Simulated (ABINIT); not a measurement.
# HfN and the effect of the pressure

The cell as given:

```xyz
2
Lattice="0.0000 2.2560 2.2560 2.2560 0.0000 2.2560 2.2560 2.2560 0.0000" Properties=species:S:1:pos:R:3 pbc="T T T"
Hf    0.0000    0.0000    0.0000
N     2.2560    2.2560    2.2560
```

Kept alike: task relaxation of cell and atoms; functional PBE; k mesh 10 × 10 × 10; occupations fermi-dirac, width 0.05 eV; no spin polarisation. Program: ABINIT, JTH PAW PBE v2.0, cutoff 707 eV. The mesh is that of the run's cell of 2 atoms. No spin-orbit coupling.

| pressure, P (GPa) | volume (Å³/atom) |
| --- | --- |
| 0 | 11.689 |
| 5 | 11.482 |
| 10 | 11.293 |
| 20 | 10.957 |
| 30 | 10.667 |

Stopped at the starting cell, within the stress tolerance: 5. The relaxations keep at least the cell's symmetry (Fm-3m). For a metal such a mesh leaves the last digits unconverged. The runs follow the start's structure, whether or not it is the stable one at these pressures. P is the pressure aimed at, which the runs meet within some hundredths to tenths of a GPa.

The volume falls from 11.689 to 10.667 Å³/atom between 0 and 30 GPa. The volume falls ever more slowly, since the solid stiffens under load. At the pressures aimed at, which the runs meet within some tenths of a GPa, the step from 0 to 5 GPa gives a mean bulk modulus near 280 GPa, the last step 373 GPa.
